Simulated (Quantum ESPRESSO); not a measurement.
# ZnS (Wurtzite-6H) (P6_3mc) in Quantum ESPRESSO: band structure with PBE

Aim: the band structure of ZnS (Wurtzite-6H) with PBE.

Everything below comes from runs of Quantum ESPRESSO 7.5. Logs are shortened: lines on timing, memory, paths and dates and some standing lists are left out, and cuts for length are marked.

**The experiment to reproduce.**

A printed reference work, monograph reports, for a bulk crystal of ZnS at 4 K: band gap 3.911 eV (direct).

The runs below are set against these values where they give the same quantity.

## 1. The crystal as given

It takes space group P6_3mc (No. 186, hexagonal). The conventional cell has a = 3.812 Å, b = 3.812 Å, c = 18.690 Å, α = 90.00°, β = 90.00°, γ = 120.00°. Zn (site symmetry 3m) is surrounded by 4 S at 2.33 to 2.34 Å. Zn (site symmetry 3m) is surrounded by 4 S at 2.33 to 2.34 Å. Zn (site symmetry 3m) has 4 S at 2.33 to 2.34 Å as nearest neighbours. S (site symmetry 3m) is surrounded by 4 Zn at 2.33 to 2.34 Å. S (site symmetry 3m) is surrounded by 4 Zn at 2.33 to 2.34 Å. Around S (site symmetry 3m) lie 4 Zn at 2.33 to 2.34 Å.

## 2. Band structure, PBE

Input file pw.in:

```
&CONTROL
  calculation = 'scf'
  prefix = 'pwscf'
  outdir = './tmp'
  pseudo_dir = './pseudo'
  tprnfor = .true.
  tstress = .true.
  disk_io = 'low'
/
&SYSTEM
  ibrav = 0
  nat = 12
  ntyp = 2
  ecutwfc = 55
  ecutrho = 440
  nbnd = 98
  occupations = 'smearing'
  smearing = 'fd'
  degauss = 0.00367493
/
&ELECTRONS
  conv_thr = 2.4d-09
  electron_maxstep = 120
  mixing_beta = 0.5
/
ATOMIC_SPECIES
Zn    65.3800 Zn_pbe_v1.uspp.F.UPF
S     32.0600 s_pbe_v1.4.uspp.F.UPF
CELL_PARAMETERS angstrom
   3.8120000000    0.0000000000    0.0000000000
  -1.9060000000    3.3012888392    0.0000000000
   0.0000000000    0.0000000000   18.6899900000
ATOMIC_POSITIONS crystal
Zn     0.3333333333    0.6666666667    0.8333300000
Zn     0.6666666667    0.3333333333    0.3333300000
Zn     0.6666666667    0.3333333333    0.6666700000
Zn     0.3333333333    0.6666666667    0.1666700000
Zn     0.0000000000    0.0000000000    0.5000000000
Zn     0.0000000000    0.0000000000    0.0000000000
S      0.3333333333    0.6666666667    0.9583300000
S      0.6666666667    0.3333333333    0.4583300000
S      0.6666666667    0.3333333333    0.7916700000
S      0.3333333333    0.6666666667    0.2916700000
S      0.0000000000    0.0000000000    0.6250000000
S      0.0000000000    0.0000000000    0.1250000000
K_POINTS automatic
8 8 2 0 0 0
```

Input file bands.in:

```
&CONTROL
  calculation = 'bands'
  prefix = 'pwscf'
  outdir = './tmp'
  pseudo_dir = './pseudo'
  disk_io = 'low'
  verbosity = 'high'
/
&SYSTEM
  ibrav = 0
  nat = 12
  ntyp = 2
  ecutwfc = 55
  ecutrho = 440
  nbnd = 98
  occupations = 'smearing'
  smearing = 'fd'
  degauss = 0.00367493
/
&ELECTRONS
  conv_thr = 1d-08
  electron_maxstep = 120
  mixing_beta = 0.5
  diago_full_acc = .true.
/
ATOMIC_SPECIES
Zn    65.3800 Zn_pbe_v1.uspp.F.UPF
S     32.0600 s_pbe_v1.4.uspp.F.UPF
CELL_PARAMETERS angstrom
   3.8120000000    0.0000000000    0.0000000000
  -1.9060000000    3.3012888392    0.0000000000
   0.0000000000    0.0000000000   18.6899900000
ATOMIC_POSITIONS crystal
Zn     0.3333333333    0.6666666667    0.8333300000
Zn     0.6666666667    0.3333333333    0.3333300000
Zn     0.6666666667    0.3333333333    0.6666700000
Zn     0.3333333333    0.6666666667    0.1666700000
Zn     0.0000000000    0.0000000000    0.5000000000
Zn     0.0000000000    0.0000000000    0.0000000000
S      0.3333333333    0.6666666667    0.9583300000
S      0.6666666667    0.3333333333    0.4583300000
S      0.6666666667    0.3333333333    0.7916700000
S      0.3333333333    0.6666666667    0.2916700000
S      0.0000000000    0.0000000000    0.6250000000
S      0.0000000000    0.0000000000    0.1250000000
K_POINTS crystal
60
 0.0000000000  0.0000000000  0.0000000000 1
 0.0555555556  0.0000000000  0.0000000000 1
 0.1111111111  0.0000000000  0.0000000000 1
 0.1666666667  0.0000000000  0.0000000000 1
 0.2222222222  0.0000000000  0.0000000000 1
 0.2777777778  0.0000000000  0.0000000000 1
 0.3333333333  0.0000000000  0.0000000000 1
 0.3888888889  0.0000000000  0.0000000000 1
 0.4444444444  0.0000000000  0.0000000000 1
 0.5000000000  0.0000000000  0.0000000000 1
 0.4666666667  0.0666666667  0.0000000000 1
 0.4333333333  0.1333333333  0.0000000000 1
 0.4000000000  0.2000000000  0.0000000000 1
 0.3666666667  0.2666666667  0.0000000000 1
 0.3333333333  0.3333333333  0.0000000000 1
 0.3030303030  0.3030303030  0.0000000000 1
 0.2727272727  0.2727272727  0.0000000000 1
 0.2424242424  0.2424242424  0.0000000000 1
 0.2121212121  0.2121212121  0.0000000000 1
 0.1818181818  0.1818181818  0.0000000000 1
 0.1515151515  0.1515151515  0.0000000000 1
 0.1212121212  0.1212121212  0.0000000000 1
 0.0909090909  0.0909090909  0.0000000000 1
 0.0606060606  0.0606060606  0.0000000000 1
 0.0303030303  0.0303030303  0.0000000000 1
 0.0000000000  0.0000000000  0.0000000000 1
 0.0000000000  0.0000000000  0.5000000000 1
 0.0500000000  0.0000000000  0.5000000000 1
 0.1000000000  0.0000000000  0.5000000000 1
 0.1500000000  0.0000000000  0.5000000000 1
 0.2000000000  0.0000000000  0.5000000000 1
 0.2500000000  0.0000000000  0.5000000000 1
 0.3000000000  0.0000000000  0.5000000000 1
 0.3500000000  0.0000000000  0.5000000000 1
 0.4000000000  0.0000000000  0.5000000000 1
 0.4500000000  0.0000000000  0.5000000000 1
 0.5000000000  0.0000000000  0.5000000000 1
 0.4722222222  0.0555555556  0.5000000000 1
 0.4444444444  0.1111111111  0.5000000000 1
 0.4166666667  0.1666666667  0.5000000000 1
 0.3888888889  0.2222222222  0.5000000000 1
 0.3611111111  0.2777777778  0.5000000000 1
 0.3333333333  0.3333333333  0.5000000000 1
 0.3076923077  0.3076923077  0.5000000000 1
 0.2820512821  0.2820512821  0.5000000000 1
 0.2564102564  0.2564102564  0.5000000000 1
 0.2307692308  0.2307692308  0.5000000000 1
 0.2051282051  0.2051282051  0.5000000000 1
 0.1794871795  0.1794871795  0.5000000000 1
 0.1538461538  0.1538461538  0.5000000000 1
 0.1282051282  0.1282051282  0.5000000000 1
 0.1025641026  0.1025641026  0.5000000000 1
 0.0769230769  0.0769230769  0.5000000000 1
 0.0512820513  0.0512820513  0.5000000000 1
 0.0256410256  0.0256410256  0.5000000000 1
 0.0000000000  0.0000000000  0.5000000000 1
 0.5000000000  0.0000000000  0.5000000000 1
 0.5000000000  0.0000000000  0.0000000000 1
 0.3333333333  0.3333333333  0.0000000000 1
 0.3333333333  0.3333333333  0.5000000000 1
```

Potentials or basis: SSSP 1.3 efficiency PBE.

On the command line:

```console
OMP_NUM_THREADS=1 mpirun -n 2 pw.x -nk 2 -in pw.in > pw.out
OMP_NUM_THREADS=1 mpirun -n 2 pw.x -nk 2 -in bands.in > bands.out
```

pw.out:

```text
This program is part of the open-source Quantum ESPRESSO suite
     for quantum simulation of materials; please cite
[... 6 lines left out ...]
     using ibrav=0 with symmetry is DISCOURAGED, use correct ibrav instead

     K-points division:     npool     =       2
     Subspace diagonalization in iterative solution of the eigenvalue problem:
     a serial algorithm will be used

     G-vector sticks info
     --------------------
     sticks:   dense  smooth     PW     G-vecs:    dense   smooth      PW
     Sum        1573     769    223               247327    87083   13487

     Using Slab Decomposition

     bravais-lattice index     =            0
     lattice parameter (alat)  =       7.2036  a.u.
     unit-cell volume          =    1587.2381 (a.u.)^3
     number of atoms/cell      =           12
     number of atomic types    =            2
     number of electrons       =       156.00
     number of Kohn-Sham states=           98
     kinetic-energy cutoff     =      55.0000  Ry
     charge density cutoff     =     440.0000  Ry
     scf convergence threshold =      2.4E-09
     mixing beta               =       0.5000
     number of iterations used =            8  plain     mixing
     Exchange-correlation=  SLA  PW   PBX  PBC
                           (   1   4   3   4   0   0   0)

     celldm(1)=   7.203636  celldm(2)=   0.000000  celldm(3)=   0.000000
     celldm(4)=   0.000000  celldm(5)=   0.000000  celldm(6)=   0.000000

     crystal axes: (cart. coord. in units of alat)
               a(1) = (   1.000000   0.000000   0.000000 )
               a(2) = (  -0.500000   0.866025   0.000000 )
               a(3) = (   0.000000   0.000000   4.902935 )

     reciprocal axes: (cart. coord. in units 2 pi/alat)
               b(1) = (  1.000000  0.577350 -0.000000 )
               b(2) = (  0.000000  1.154701  0.000000 )
               b(3) = (  0.000000 -0.000000  0.203959 )

     PseudoPot. # 1 for Zn read from file:
     Zn_pbe_v1.uspp.F.UPF
     Pseudo is Ultrasoft, Zval = 20.0
     Generated by new atomic code, or converted to UPF format
     Using radial grid of  943 points,  6 beta functions with:
                l(1) =   0
                l(2) =   0
                l(3) =   1
                l(4) =   1
                l(5) =   2
                l(6) =   2
     Q(r) pseudized with  8 coefficients,  rinner =    1.100   1.100   1.100
                                                       1.100   1.100

     PseudoPot. # 2 for S  read from file:
     s_pbe_v1.4.uspp.F.UPF
     Pseudo is Ultrasoft + core correction, Zval =  6.0
     Generated by new atomic code, or converted to UPF format
     Using radial grid of  907 points,  6 beta functions with:
                l(1) =   0
                l(2) =   0
                l(3) =   1
                l(4) =   1
                l(5) =   2
[... 88 lines left out ...]
     Davidson diagonalization with overlap
     c_bands:  1 eigenvalues not converged
     ethr =  6.57E-06,  avg # of iterations =  7.8

     total energy              =   -2914.63129252 Ry
     estimated scf accuracy    <       0.00172396 Ry

     iteration #  5     ecut=    55.00 Ry     beta= 0.50
     Davidson diagonalization with overlap
     ethr =  1.11E-06,  avg # of iterations =  2.5
[... 39 lines left out ...]
     iteration # 11     ecut=    55.00 Ry     beta= 0.50
     Davidson diagonalization with overlap
     ethr =  5.83E-12,  avg # of iterations =  2.0

     End of self-consistent calculation

          k = 0.0000 0.0000 0.0000 ( 10997 PWs)   bands (ev):

  -118.0622-118.0622-118.0596-118.0596-118.0506-118.0506 -72.2319 -72.2319
   -72.2319 -72.2319 -72.2310 -72.2309 -72.2291 -72.2291 -72.2288 -72.2288
   -72.2288 -72.2288 -72.2203 -72.2203 -72.2201 -72.2201 -72.2201 -72.2201
    -6.3550  -6.1529  -6.1447  -5.6855  -5.6770  -5.4107   0.4808   0.4846
     0.4877   0.4877   0.4920   0.5075   0.5075   0.5268   0.5268   0.5637
     0.5637   0.5777   0.5777   0.5939   0.5939   0.6321   0.6400   0.9734
     0.9734   0.9770   0.9770   0.9922   0.9922   0.9973   0.9973   1.0163
     1.0163   1.0262   1.0262   1.1909   1.5036   2.9269   2.9364   5.1324
     5.1497   5.9578   5.9578   6.1519   6.1519   6.1641   6.1641   6.5912
     6.5912   6.6022   6.6022   6.8201   6.8436   6.8436   9.0014  10.0508
    10.0994  10.1760  10.2055  10.3411  13.1241  13.1651  13.1651  13.2146
    13.2671  13.3949  13.3949  13.6089  13.6089  13.7015  13.7015  13.9682
    13.9682  14.1212
[... 99 lines left out ...]
  -118.0622-118.0622-118.0595-118.0595-118.0506-118.0506 -72.2320 -72.2320
   -72.2319 -72.2319 -72.2310 -72.2310 -72.2291 -72.2291 -72.2289 -72.2289
   -72.2289 -72.2289 -72.2203 -72.2203 -72.2202 -72.2202 -72.2201 -72.2201
    -5.5814  -5.5814  -5.3678  -5.3678  -5.1442  -5.1442   0.4605   0.4605
     0.5462   0.5462   0.5937   0.5937   0.6030   0.6030   0.6884   0.6884
     0.7075   0.7075   0.7753   0.7753   0.7837   0.7837   0.8937   0.8937
     0.9807   0.9807   1.0004   1.0004   1.0229   1.0229   1.0511   1.0511
     1.0532   1.0532   1.2705   1.2705   2.1335   2.1335   2.4601   2.4601
     3.1223   3.1223   3.8922   3.8922   4.8443   4.8443   4.9611   4.9611
     5.3753   5.3753   5.7613   5.7613   5.9813   5.9813  10.4267  10.4267
    10.7622  10.7622  11.1502  11.1502  11.6362  11.6362  12.8155  12.8155
    13.5479  13.5479  14.0284  14.0284  14.7853  14.7853  15.4468  15.4468
    15.5296  15.5296

          k = 0.0000-0.5774 0.0000 ( 10814 PWs)   bands (ev):

  -118.0622-118.0622-118.0595-118.0595-118.0506-118.0506 -72.2320 -72.2320
   -72.2319 -72.2319 -72.2310 -72.2309 -72.2291 -72.2291 -72.2289 -72.2289
   -72.2288 -72.2288 -72.2203 -72.2203 -72.2202 -72.2202 -72.2201 -72.2201
    -5.4167  -5.3445  -5.3353  -5.1805  -5.1778  -5.0948   0.4507   0.5070
     0.5186   0.5850   0.6013   0.6015   0.6063   0.6480   0.6604   0.7602
     0.7715   0.7846   0.7988   0.8217   0.8352   0.8614   0.8859   0.9916
     1.0194   1.0228   1.0279   1.0431   1.0499   1.0673   1.1405   1.1437
     1.1743   1.1792   1.1862   1.1927   1.6425   1.8815   2.0560   2.1921
     2.4812   2.5259   4.0576   4.1379   4.5954   4.7494   4.8999   4.9060
     4.9413   5.3465   5.5723   5.5786   5.7464   5.9612  10.2774  10.4075
    10.4487  10.7135  10.8758  11.0778  11.3182  11.6381  12.4144  13.1227
    13.1365  13.6172  13.7403  14.6468  14.6552  14.7633  15.1800  15.8489
    15.8796  16.4446

          k = 0.0000-0.5774-0.1020 ( 10880 PWs)   bands (ev):

  -118.0622-118.0622-118.0595-118.0595-118.0506-118.0506 -72.2320 -72.2320
   -72.2319 -72.2319 -72.2310 -72.2310 -72.2291 -72.2291 -72.2289 -72.2289
   -72.2288 -72.2288 -72.2203 -72.2203 -72.2202 -72.2202 -72.2201 -72.2201
    -5.3964  -5.3964  -5.2607  -5.2607  -5.1177  -5.1177   0.4676   0.4676
     0.5642   0.5642   0.6022   0.6022   0.6152   0.6152   0.7093   0.7093
     0.7952   0.7952   0.8072   0.8072   0.8332   0.8332   0.9492   0.9492
     1.0205   1.0205   1.0338   1.0338   1.0608   1.0608   1.1460   1.1460
     1.1627   1.1627   1.2013   1.2013   1.7209   1.7209   2.2234   2.2234
     2.4317   2.4317   4.1761   4.1761   4.6766   4.6766   4.7069   4.7069
     5.2268   5.2268   5.6238   5.6238   5.8533   5.8533  10.2078  10.2078
    10.6931  10.6931  10.9822  10.9822  11.5519  11.5519  12.5466  12.5466
    13.4857  13.4857  13.9800  13.9800  15.1995  15.1995  15.5905  15.5905
    15.6461  15.6461
[... 147 lines left out ...]
  -118.0622-118.0622-118.0595-118.0595-118.0506-118.0506 -72.2320 -72.2320
   -72.2320 -72.2320 -72.2310 -72.2310 -72.2291 -72.2291 -72.2289 -72.2289
   -72.2289 -72.2289 -72.2203 -72.2203 -72.2202 -72.2202 -72.2201 -72.2201
    -5.2500  -5.2500  -5.1870  -5.1870  -5.1279  -5.1279   0.5604   0.5604
     0.5943   0.5943   0.6477   0.6477   0.6779   0.6779   0.7121   0.7121
     0.7657   0.7657   0.8642   0.8642   0.8941   0.8941   0.9361   0.9361
     0.9736   0.9736   0.9960   0.9960   1.0146   1.0146   1.2077   1.2077
     1.2493   1.2493   1.3208   1.3208   2.0182   2.0182   2.2376   2.2376
     2.3852   2.3852   3.5889   3.5889   3.9253   3.9253   4.3310   4.3310
     4.7907   4.7907   5.1641   5.1641   5.4222   5.4222  11.2676  11.2676
    11.5777  11.5777  11.9751  11.9751  12.7563  12.7563  12.9871  12.9871
    13.4532  13.4532  14.0897  14.0897  14.8291  14.8291  15.3312  15.3312
    15.7166  15.7166

     the Fermi energy is     7.9461 ev

!    total energy              =   -2914.63143148 Ry
     estimated scf accuracy    <          3.4E-10 Ry
     smearing contrib. (-TS)   =      -0.00000000 Ry
     internal energy E=F+TS    =   -2914.63143148 Ry

     The total energy is F=E-TS. E is the sum of the following terms:
     one-electron contribution =   -2724.48068119 Ry
     hartree contribution      =    1404.05268389 Ry
     xc contribution           =    -304.24592263 Ry
     ewald contribution        =   -1289.95751155 Ry

     convergence has been achieved in  11 iterations

     Forces acting on atoms (cartesian axes, Ry/au):

     atom    1 type  1   force =     0.00000000    0.00000000    0.00009925
     atom    2 type  1   force =    -0.00000000    0.00000000    0.00009925
     atom    3 type  1   force =     0.00000000   -0.00000000    0.00050256
     atom    4 type  1   force =    -0.00000000   -0.00000000    0.00050256
     atom    5 type  1   force =    -0.00000000   -0.00000000   -0.00013592
     atom    6 type  1   force =     0.00000000    0.00000000   -0.00013592
     atom    7 type  2   force =    -0.00000000   -0.00000000   -0.00114948
     atom    8 type  2   force =     0.00000000    0.00000000   -0.00114948
     atom    9 type  2   force =     0.00000000    0.00000000   -0.00026132
     atom   10 type  2   force =     0.00000000    0.00000000   -0.00026132
     atom   11 type  2   force =    -0.00000000    0.00000000    0.00094491
     atom   12 type  2   force =    -0.00000000   -0.00000000    0.00094491

     Total force =     0.002264     Total SCF correction =     0.000005

     Computing stress (Cartesian axis) and pressure

          total   stress  (Ry/bohr**3)                   (kbar)     P=       21.67
   0.00014602   0.00000000  -0.00000000           21.48        0.00       -0.00
   0.00000000   0.00014602  -0.00000000            0.00       21.48       -0.00
  -0.00000000  -0.00000000   0.00014983           -0.00       -0.00       22.04

=------------------------------------------------------------------------------=
   JOB DONE.
=------------------------------------------------------------------------------=
```

Wall time 19 min (2 MPI ranks of Arm Neoverse V2, shared host); peak memory 1.5 GiB.

Results:

- Free energy: -39655.5808 eV
- Pressure: 2.2 GPa
- Largest force: 0.030 eV/Å
- Band gap on the k mesh: 2.16 eV, direct
- Band gap along the path: 2.16 eV, direct

Forces in eV/Å, atoms in the order of the input:
```
Zn   0.000  0.000  0.003
Zn   0.000  0.000  0.003
Zn   0.000  0.000  0.013
Zn   0.000  0.000  0.013
Zn   0.000  0.000 -0.003
Zn   0.000  0.000 -0.003
S    0.000  0.000 -0.030
S    0.000  0.000 -0.030
S    0.000  0.000 -0.007
S    0.000  0.000 -0.007
S    0.000  0.000  0.024
S    0.000  0.000  0.024
```

Levels at the corners of the path, in eV from the valence-band top:
| point | band 76 | band 77 | band 78 | band 79 | band 80 | band 81 |
| --- | --- | --- | --- | --- | --- | --- |
| Γ | -0.02 | 0.00 | 0.00 | 2.16 | 3.21 | 3.26 |
| M | -1.27 | -1.10 | -0.88 | 3.43 | 3.56 | 3.61 |
| K | -1.55 | -1.49 | -1.49 | 4.42 | 4.42 | 4.42 |
| Γ | -0.02 | 0.00 | 0.00 | 2.16 | 3.21 | 3.26 |
| A | -0.07 | -0.07 | -0.07 | 2.64 | 2.64 | 3.27 |
| L | -1.22 | -0.99 | -0.99 | 3.36 | 3.36 | 3.85 |
| H | -1.71 | -1.56 | -1.56 | 4.67 | 4.67 | 4.75 |
| A | -0.07 | -0.07 | -0.07 | 2.64 | 2.64 | 3.27 |
| L | -1.22 | -0.99 | -0.99 | 3.36 | 3.36 | 3.85 |
| M | -1.27 | -1.10 | -0.88 | 3.43 | 3.56 | 3.61 |
| K | -1.55 | -1.49 | -1.49 | 4.42 | 4.42 | 4.42 |
| H | -1.71 | -1.56 | -1.56 | 4.67 | 4.67 | 4.75 |

Caveat: the cell's inner coordinates are idealised or old, which leaves forces on the atoms.

## 3. Against experiment

Step 2. Measured gap of ZnS: 3.911 eV (direct; 4 K; a printed reference work, monograph). This calculation gives 2.16 eV (-1.75 eV). The value is that of PBE, without temperature or zero-point motion. Semilocal functionals fall short of measured gaps as a rule.
